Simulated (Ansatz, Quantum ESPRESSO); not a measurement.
GaSb: energy against volume and a worked fit

```
Sb Ga
1.0
     0.00000    3.05900    3.05900
     3.05900    0.00000    3.05900
     3.05900    3.05900    0.00000
Sb Ga
1 1
Direct
  0.75000 0.75000 0.75000
  0.00000 0.00000 0.00000
```

The cell was scaled at fixed shape and fractions and run with Ansatz, Ansatz PAW, cutoff 420 eV; PBE+D4, k mesh 8 × 8 × 8 on the cell of 2 atoms, fermi-dirac occupations of 0.05 eV, no spin polarisation, no spin-orbit coupling. Energies are those that the program minimises, any entropy of the smearing included. For a metal such a mesh isn't converged to the digits shown.

```tsv
V (Å³/atom)	energy over the lowest row (meV/atom)
26.9071	16.532
27.4796	6.578
28.0520	1.253
28.6245	0.000
29.1970	?
29.7695	7.913
30.3420	16.426
```

Q: Fit the third-order Birch-Murnaghan form, give V0, B0 and B′, and predict the energy left open.

A: With y = (V0/V)^(2/3), E = E0 + (9 V0 B0/16) [(y - 1)³ B′ + (y - 1)² (6 - 4y)]. Least squares through the rows shown give V0 = 28.5286 Å³/atom, E0 = -0.073 meV, B0 = 51.58 GPa (1 eV/Å³ = 160.218 GPa) and B′ = 4.75, with a largest miss of 0.022 meV. At V = 29.1970 the form with these constants gives 2.338 meV; the run gave 2.330 meV an atom. Other set-ups at this level, from all their volumes (Å³/atom, GPa): Quantum ESPRESSO, PseudoDojo 0.4.1 SR PBE standard: V0 28.565, B0 51.69.

The fit reproduces the omitted energy to well within its largest miss on the fitted rows, so the third-order form is adequate for interpolation over this range. The two outermost volumes have almost equal energies, which might suggest a harmonic well, but the fitted minimum lies below the volume of the lowest row. Measured from that minimum, compression costs more than an equal expansion, in keeping with the positive B′ of 4.75. The physical origin is the usual asymmetry of bonding: shortening the tetrahedral Ga-Sb bonds makes the overlap repulsion between closed shells and bonding pairs rise steeply, while stretching them weakens the sp³ overlap more gradually. The moderate bulk modulus fits the long, rather soft bonds between these heavy p-block atoms. The second set-up gives nearly the same volume and stiffness, which suggests that the treatment of the cores has little influence on either. Uniform scaling of the zinc-blende cell doesn't test its resistance to shear or its competition with the denser phases known under pressure.
